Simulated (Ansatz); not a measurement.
Here is an Ansatz 0.2.0 calculation.

input.yaml

```yaml
crystal:
  lattice: { a: 4.0006828887, b: 4.0006828887, c: 4.0006828887, alpha: 60.0, beta: 60.0, gamma: 60.0 }
  atoms:
    - { symbol: Ge, position: [0.75, 0.75, 0.75] }
    - { symbol: Ge, position: [0.5, 0.5, 0.5] }
kpoints:
  mp_grid: { grid: [8, 8, 8] }
  band_path:
    path:
      - [0.0, 0.0, 0.0]
      - [0.5, 0.0, 0.5]
      - [0.5, 0.25, 0.75]
      - [0.375, 0.375, 0.75]
      - [0.0, 0.0, 0.0]
      - [0.5, 0.5, 0.5]
      - [0.625, 0.25, 0.625]
      - [0.5, 0.25, 0.75]
    npoints: 6
scf:
  occupations: { method: tetrahedron }
hamiltonian:
  xc: { exchange: rpw86, correlation: pbe }
  pseudopotentials: { kind: all_electron, lapw: { basis_error: 0.002 } }
output:
  forces: true
  stress: true
  eigenvalues: true
  fatbands: true
  dos: { projected: true, de: 0.1, e_range: [-20, 6] }
  populations: true
```

Potentials or basis: all-electron LAPW, scalar-relativistic.

Command:

```bash
$ ansatz run input.yaml --threads 1 --pin off --max-ram 2560MiB --backend cpu --events-out ev --progress --plain --runs-dir out
```

Problem. Estimate the band gap along the path.

Solution. None (metal or under the smearing width).

Problem. Predict the pressure.

Solution. 6.9 GPa.

States per cell in windows of 1 eV (zero at the Fermi level; states under -8 eV left out):
| from (eV) | total | Ge1 4p | Ge2 4p | Ge1 4s | Ge2 4s | Ge1 3s | Ge2 3s |
| --- | --- | --- | --- | --- | --- | --- | --- |
| -8.0 | 0.85 | 0.19 | 0.19 | 0.23 | 0.23 | 0.00 | 0.00 |
| -7.0 | 0.42 | 0.10 | 0.10 | 0.11 | 0.11 | 0.00 | 0.00 |
| -6.0 | 0.23 | 0.06 | 0.06 | 0.06 | 0.06 | 0.00 | 0.00 |
| -5.0 | 0.33 | 0.13 | 0.13 | 0.04 | 0.04 | 0.00 | 0.00 |
| -4.0 | 1.21 | 0.56 | 0.56 | 0.04 | 0.04 | 0.00 | 0.00 |
| -3.0 | 1.46 | 0.69 | 0.69 | 0.03 | 0.03 | 0.00 | 0.00 |
| -2.0 | 1.03 | 0.50 | 0.50 | 0.01 | 0.01 | 0.00 | 0.00 |
| -1.0 | 0.22 | 0.11 | 0.11 | 0.00 | 0.00 | 0.00 | 0.00 |
| 0.0 | 0.10 | 0.03 | 0.03 | 0.02 | 0.02 | 0.00 | 0.00 |
| 1.0 | 1.23 | 0.38 | 0.38 | 0.19 | 0.19 | 0.00 | 0.00 |
| 2.0 | 1.14 | 0.36 | 0.36 | 0.15 | 0.15 | 0.00 | 0.00 |
| 3.0 | 1.21 | 0.46 | 0.46 | 0.07 | 0.07 | 0.00 | 0.00 |
| 4.0 | 1.21 | 0.45 | 0.45 | 0.05 | 0.05 | 0.00 | 0.00 |
| 5.0 | 1.31 | 0.43 | 0.43 | 0.04 | 0.04 | 0.00 | 0.00 |

Caveat: the program warned that the printed levels may be off, so bands, gaps and densities of states are rough; this crystal is a semiconductor, whose small gap the functional closes, so the metal is an error of the method; with tetrahedron occupations forces and stress needn't match the slope of the energy.

**The experiment to reproduce.**

From “Electronic and optical properties of SixGe1-x-ySny alloys lattice-matched to Ge”, 2021, arxiv:2109.02782, for a bulk crystal of Ge at 300 K: band gap 0.807 eV (direct).

Measured gap of Ge: 0.807 eV (direct; 300 K; “Electronic and optical properties of SixGe1-x-ySny alloys lattice-matched to Ge”, 2021, arxiv:2109.02782). This calculation gives 0.00 eV (-0.81 eV). 3 values of this kind are on record (0.666 to 0.807 eV); this one was drawn at random among those near their median. Spin-orbit coupling on Ge is left out. The value is that of rPW86-PBE, without temperature or zero-point motion.
